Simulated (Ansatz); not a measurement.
**Piezoelectric tensor of ZnSe**

Method: Ansatz 0.2.0, DFT PBE, scalar-relativistic, plane waves, PAW. Plane waves to 420 eV; Γ-centred k mesh 8×8×8; fixed occupations. No spin polarisation.

Relaxed structure:
```xyz
2
Lattice="0.0000 2.8663 2.8663 2.8663 0.0000 2.8663 2.8663 2.8663 0.0000" Properties=species:S:1:pos:R:3 pbc="T T T"
Zn    0.0000    0.0000    0.0000
Se    1.4332    1.4332    1.4332
```

It was relaxed at this level from a cell as deposited in COD.

(1) Give the relaxed-ion proper piezoelectric stress tensor e_iJ (C/m², Voigt columns xx yy zz yz xz xy).

(2) With the elastic constants (GPa, Voigt order)
C11 = 79.8, C12 = 45.1, C13 = 45.1, C22 = 79.8, C23 = 45.1, C33 = 79.8, C44 = 37.1, C55 = 37.1, C66 = 37.1 GPa; the others vanish.
find the strain coefficients d = e·C⁻¹ (pC/N).

Results:

(1)
```
x    0.000  0.000  0.000 -0.086  0.000  0.000
y    0.000  0.000  0.000  0.000 -0.086  0.000
z    0.000  0.000  0.000  0.000  0.000 -0.086
```
Signs follow the orientation of the cell as given.

(2)
```
x    0.00  0.00  0.00 -2.31  0.00  0.00
y    0.00  0.00  0.00  0.00 -2.31  0.00
z    0.00  0.00  0.00  0.00  0.00 -2.31
```
